**Q:** Six programs were given the same manganese sulphide crystal and the same functional. If I hide their names, can the results tell me which program is which?

**A:** Partly. In these runs the magnetic moment, which is near 5 Bohr magnetons, differs between programs by up to about 0.1 Bohr magneton, and the pressure by up to about 1.6 GPa. Differences of that size come from potentials and basis sets, which belong to the programs' setups and not to the crystal. They can therefore serve as fingerprints, though some fingerprints are blurred.

Kohn-Sham DFT (PBE) of ferromagnetic MnS, Fm-3m, in a fixed two-atom cell (17.67 Å³/atom), with collinear spins, no spin-orbit coupling, a 9×9×9 k mesh and Fermi-Dirac smearing of 0.05 eV. The basis is given as plane-wave cutoff (eV), orbital set (DZP) or FLAPW Kmax (1/bohr). Pressure is positive in compression, and for Ansatz it excludes the Pulay correction. Candidates: Quantum ESPRESSO, SIESTA, FLEUR, ABACUS, Ansatz, GPAW.

| row | pressure (GPa) | cell moment (μB) |
| --- | --- | --- |
| A | n/a | 4.710 |
| B | -2.940 | 4.710 |
| C | -2.740 | 4.730 |
| D | -1.440 | 4.780 |
| E | -2.990 | 4.690 |
| F | -2.040 | 4.770 |

**Q:** What exactly am I comparing?

**A:** The cell moment counts how many more electrons have majority spin than minority spin, in Bohr magnetons. The pressure is positive when the crystal pushes outwards against the volume imposed on it. The five pressures are negative, so those runs would all shrink the cell if they were allowed to.

**Q:** Let me start with the moment. Manganese gives two electrons to sulphur and keeps five 3d electrons with parallel spins. Why isn't the moment 5?

**A:** Because in this ferromagnetic cell the bands of the two spins overlap in energy. Some electrons leave the top of the majority bands and settle at the bottom of the minority bands. Each one that moves takes 1 from the majority count and adds 1 to the minority count, so the moment falls by 2. With $q$ for the number of electrons moved and $M$ for the moment,

$$M = 5 - 2q .$$

For row A, $q = (5 - 4.71)/2$, about one seventh of an electron.

**Q:** And why should that fraction depend on the program?

**A:** It depends on how far apart the program places the bands of the two spins. Suppose the minority bands are raised by a small energy $\delta$ relative to the majority bands, with their shapes unchanged. Electrons flow back until both spins are again filled to a common Fermi level. If $D_\uparrow$ and $D_\downarrow$ are the numbers of majority and minority states per unit energy at that level, the number flowing back is $\delta\, D_\uparrow D_\downarrow/(D_\uparrow + D_\downarrow)$, and the moment rises by twice that.

A potential that separates the spins more strongly therefore gives a larger moment. If the bands didn't overlap at all, the moment would stay at 5 in any program, and this fingerprint would vanish.

**Q:** Then I look for rows with unusual moments. D and F have 4.78 and 4.77, while the other four lie between 4.69 and 4.73.

**A:** That is a useful grouping, though not a wide one: the step between the groups is as large as the spread within the group of four. The pressures support it, because D and F also have the two highest. Now look at the candidates. FLEUR treats all electrons explicitly, and GPAW and Ansatz use the PAW method, which rebuilds the true density near each nucleus. The remaining three use pseudopotentials, which replace that density by a smoother one.

**Q:** Three candidates for two rows. Which one drops out?

**A:** Two of the three, ABACUS and SIESTA, take their potentials from the same family, PseudoDojo. If the potential sets the spin separation, these two should have nearly equal moments, as D and F do. Rows A and B are just as close to each other, so this alone isn't enough, but there is also a reason for the moments to be high. Exchange and correlation don't respond in proportion to the density, and where a smoothed core makes the total density too low, the spin polarisation looks too strong. I would call the pair likely, but not certain.

**Q:** Can I also tell D from F? Their moments are almost the same, but their pressures are $-1.44$ and $-2.04$ GPa.

**A:** First ask whether magnetism could cause that difference. High-spin atoms need more room, so at a fixed volume a larger moment should go with a higher pressure. The five rows with a pressure do follow that order without exception. The question is whether the small difference in moment between D and F is enough.

**Q:** How would I estimate that?

**A:** Take rows C and F. From C to F the pressure rises by 0.70 GPa and the moment by 0.04. Charge the whole rise to the moment, which is generous if the other errors of the potentials also raise the pressure:

$$\frac{0.70\ \text{GPa}}{0.04} \approx 18\ \text{GPa per Bohr magneton}.$$

D and F differ by 0.01 in moment, which gives about 0.2 GPa, or 0.14 GPa with unrounded moments. The actual difference is 0.60 GPa. Row D played no part in finding the slope, so this is a fair trial of the magnetic explanation, and it falls well short.

**Q:** So something other than magnetism separates them.

**A:** The plainest difference between the two candidates is the basis. In these runs ABACUS expands the wave functions in plane waves, which can take any shape down to a certain fineness. SIESTA uses a few atom-centred functions per shell, here a set called DZP, for double zeta plus polarisation. A small basis makes the energy too high, and if that excess changes with volume, it adds a false pressure.

**Q:** Does that tell me which row is SIESTA?

**A:** Only weakly, because the sign of the false pressure isn't obvious beforehand. When atoms move closer, each can borrow its neighbours' functions, which reduces the energy excess. But functions made for free atoms may also suit a compressed crystal less well, which increases it. I lean towards D as SIESTA, since F lies nearer to the remaining pressures and most of the candidates use plane waves. I wouldn't bet much on it.

**Q:** What about row A, which reports only a moment?

**A:** That points to FLEUR, and I am fairly sure of it. Its basis functions are built in one way inside spheres around the atoms and in another way between them. Straining the cell changes how the pieces join, which makes a direct stress calculation laborious. The pressure can be obtained from total energies at several volumes instead, but that takes more than one run. The moment of 4.71 fits, but row B has the same value, so the moment alone wouldn't decide it.

**Q:** That leaves B, C and E for Ansatz, Quantum ESPRESSO and GPAW.

**A:** B and E differ by only 0.05 GPa, while C stands 0.20 GPa above B. I would guess that the close pair are the two PAW programs and that C is Quantum ESPRESSO, but that is a weak guess. Between B and E you may as well toss a coin. A plane-wave basis with a finite cutoff causes a small false pressure of its own, and the correction for it, left out of the Ansatz value here, is 0.04 GPa. A difference of 0.05 GPa can't identify anyone.

**Q:** Then let me see the names.

The rows with their labels:

| program | potentials | basis | pressure (GPa) | cell moment (μB) |
| --- | --- | --- | --- | --- |
| GPAW | GPAW PAW data sets (gpaw data 1.2.1) | 600 eV | -2.990 | 4.690 |
| Ansatz | Ansatz PAW | 420 eV | -2.940 | 4.710 |
| Quantum ESPRESSO | SSSP 1.3 efficiency PBE | 884 eV | -2.740 | 4.730 |
| ABACUS | PseudoDojo NC SR 0.4.1 PBE standard | 1320 eV | -2.040 | 4.770 |
| SIESTA | PseudoDojo 0.4 standard, converted to PSML | DZP | -1.440 | 4.780 |
| FLEUR | all electron | 4.73 Kmax | n/a | 4.710 |

**Q:** Row D was SIESTA, F was ABACUS and C was Quantum ESPRESSO. B was Ansatz and E was GPAW. So the leanings were right?

**A:** They were, but that doesn't turn them into proofs. The order within the PseudoDojo pair rested on a weak argument, and it could well have been the other way round. What the names do add is a direction. If the basis is the main cause of SIESTA's higher pressure, its energy excess must grow as the cell shrinks. There is a concrete reason for suspicion: SIESTA's basis is short for manganese, because the atomic level from which its functions above the semicore shell are made is wrong by about 1 eV. Its total energy also lies about 0.5 eV per cell above that of ABACUS, with potentials of the same family, as one would expect from a short basis. A single volume can't show how this excess changes under compression. Repeating the run with a larger and better basis would test the link to the pressure.

**Q:** Can we check that the bands really lie further apart in the two runs with high moments?

**A:** Yes, the same calculations give the energy levels for each spin. At the centre of the Brillouin zone, take the distance from the fourth filled majority level, counted downwards from the Fermi energy, to the lowest empty minority level. The orbital characters of these levels weren't printed, so the distance is only a stand-in for the spin separation of the 3d bands. It is about 3.8 eV in ABACUS and SIESTA, and about 3.6 eV in the other four. A least-squares straight line through all six rows gives a rise in moment of 0.29 Bohr magneton per eV.

**Q:** So from FLEUR to SIESTA, 0.2 eV more separation gives about 0.06 more moment, close to the 0.07 in the table.

**A:** Right, with the reminder that both rows helped to set the line. It rests mainly on two clusters of points, and it does less well on fine detail: it misses GPAW by 0.01, half of that program's distance from FLEUR. There is also feedback, since a larger moment itself pushes the bands apart. The line alone can't say which of them moved first, but a rough estimate helps. SIESTA's moment is little more than 1 % above FLEUR's. If the separation simply grew in proportion to the moment, it would widen by about 0.05 eV, not by 0.2 eV. So most of the extra separation probably comes from the setup of the run, and the feedback adds a smaller part.

**Q:** Should I conclude that pseudopotentials exaggerate magnetism and PAW doesn't?

**A:** The table is less tidy than that. Quantum ESPRESSO also uses pseudopotentials, and its moment, taken before rounding, is only 0.01 above FLEUR's. GPAW, with PAW, lies 0.02 below. The two PseudoDojo runs are about 0.06 above, so the particular potential matters more than the name of the method. That the smoothed core causes their excess is a reasonable explanation, but no run here isolates it.

**Q:** I work with materials, not with programs. How much does a spread of 1.55 GPa matter?

**A:** Turn it into a length. A pressure difference $\Delta p$ changes the lattice constant by the fraction $\Delta p/(3B)$, where $B$ is the bulk modulus, the resistance to compression. With a rough recalled value of 75 GPa for manganese sulphide, the full spread corresponds to about 0.7 % in the lattice constant, and the difference between SIESTA and ABACUS to about 0.3 %. That is small for a structure drawing, but not for a thermal strain or a lattice mismatch.

**Q:** Which of the pressures should I believe, then?

**A:** I would trust SIESTA's least, since its basis is known to be short. Beyond that the table can't rank them, because its all-electron reference covers the moment only. Nor should you compare any of them with a measured crystal. Real manganese sulphide in this structure is an insulator, and at low temperature it is antiferromagnetic, with the moments of different manganese atoms opposed. A cell with one manganese atom can't hold that order, so all six runs are ferromagnetic. That they are also metallic is probably in part a fault of PBE, which tends to place filled and empty 3d bands too close together.

**Q:** And if I only need to know how the pressure changes between two samples?

**A:** Then keep the program, the potentials and the basis the same for both. Much of the setup's error is likely to cancel in the difference if the samples are similar. If you mix programs, a change of 1 GPa may be nothing more than a change of potential or basis.
